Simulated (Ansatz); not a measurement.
## WC under pressure

Level of theory: DFT r2SCAN, scalar-relativistic, plane waves, PAW (Ansatz). (500 eV cutoff, 18×18×14 k-mesh, Gaussian smearing of 0.10 eV, no spin polarisation)

Starting point, cell and atoms relaxed:

```
CELL_PARAMETERS angstrom
2.91210 0.00000 0.00000
-1.45605 2.52195 0.00000
0.00000 0.00000 2.83619
ATOMIC_POSITIONS crystal
W 0.00000 0.00000 0.00000
C 0.66667 0.33333 0.50000
```

Cell and atoms are relaxed at each pressure within the symmetry of the start, at zero temperature, so transitions that lower the symmetry aren't seen. The k-mesh given is that at zero pressure and may differ at others. a, b and c are the lengths of the cell vectors above.

Spin–orbit coupling is left out, which can shift energies with elements as heavy as these.

```csv
P (GPa),V (Å³/atom),V/V0,a (Å),b (Å),c (Å)
-1,10.44,1.003,2.915,2.915,2.838
0,10.41,1.000,2.912,2.912,2.836
1,10.39,0.998,2.909,2.909,2.834
4,10.31,0.990,2.902,2.902,2.828
12,10.13,0.972,2.883,2.883,2.814
25,9.85,0.946,2.854,2.854,2.793
50,9.41,0.904,2.808,2.808,2.757
90,8.87,0.852,2.749,2.749,2.711
```

Problem. What bulk modulus and pressure derivative fit these points?

Solution. A third-order Birch–Murnaghan fit gives B0 = 401 GPa and B0' = 4.1.

Problem. Which cell vector or vectors give way most up to 90 GPa?

Solution. a and b: the changes are a -5.6 %, b -5.6 %, c -4.4 %.